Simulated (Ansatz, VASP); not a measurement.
# ZnS: VASP beside Ansatz

```
Zn S
1.0
     0.00000    2.72256    2.72256
     2.72256    0.00000    2.72256
     2.72256    2.72256    0.00000
Zn S
1 1
Cartesian
  0.0000 0.0000 0.0000
  4.0838 4.0838 4.0838
```

Change from the starting cell: volume scaled by 1.02, crystal datasets.

Alike in both runs: task electric field gradients; functional PBEsol; k mesh 8 × 8 × 8; occupations fermi-dirac, width 0.01 eV; no spin polarisation.

|  | VASP | Ansatz |
| --- | --- | --- |
| version | VASP 6.6.1 | Ansatz 0.2.0 |
| potentials or method | VASP PAW PBE potentials, release 64 (Zn, S), cutoff 520 eV | all-electron PAW with datasets made for the crystal, scalar-relativistic |

VASP gave:

- gap on the k mesh at the Fermi level (eV): 1.88
- pressure (GPa): -3.3
- Vzz of the field gradient on the site that differs most (V/Å²): 0.0

Estimate Ansatz's values.

gap on the k mesh at the Fermi level (eV): 1.88; pressure (GPa): -3.5; Vzz of the field gradient on the site that differs most (V/Å²): 0.0.

Ansatz ran all-electron here, so the differences hold the error of VASP's frozen core and of both bases.

Caveats: the PAW data sets were made with another functional, which shifts forces and pressure a little (VASP).
